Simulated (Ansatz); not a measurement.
Runs of Ansatz 0.2.0 on SiO2. It takes space group Imma (No. 74, orthorhombic). The conventional cell has a = 5.247 Å, b = 9.554 Å, c = 8.883 Å, α = 90.00°, β = 90.00°, γ = 90.00°. Si (site symmetry m) has 4 O at 1.60 to 1.61 Å as nearest neighbours. Around O (site symmetry 2/m) lie 2 Si at 1.60 Å. O (site symmetry 2) is surrounded by 2 Si at 1.61 Å. O (site symmetry mm2) is surrounded by 2 Si at 1.61 Å. The cell comes from a database or a generator and needn't be the stable form of this composition.

| task | level | cell | k mesh | cutoff (eV) | gap on the mesh (eV) | pressure (GPa) | relaxed volume (Å³/atom) | largest force (eV/Å) |
| --- | --- | --- | --- | --- | --- | --- | --- | --- |
| single point | PBE | as given | 6 × 6 × 6 | 350 | (b) | 3.3 | - | 0.30 |
| relaxation of cell and atoms | RPBE | relaxed | 6 × 6 × 6 | 420 | 5.30 | 0.0 | 19.34 | - |
| relaxation of cell and atoms | r2SCAN+D3(BJ) | relaxed | 6 × 6 × 6 | 500 | 6.16 | 0.0 | 17.93 | - |
| single point | PBE | as given | 4 × 4 × 4 | 420 | (a) | 3.4 | - | 0.30 |

Alike in all rows: potentials or basis Ansatz PAW; no spin polarisation; smearing fermi-dirac 0.05 eV.

Estimate the missing entries.

(a) 5.49; (b) 5.48.

Caveats: the plane-wave basis is chosen anew once the cell has moved, so the energies of steps on either side of that aren't comparable (some runs); the PAW data sets come from PBE, with cores solved anew for the run's functional, which leaves a small shift of forces and pressure (some runs); the pressure holds a Pulay correction of +4.4 GPa for the finite cutoff (some runs); the cutoff lies under the one recommended for these potentials (some runs); the dispersion damping was fitted for another functional or another form of the correction (some runs).

A k mesh can miss the band edges.
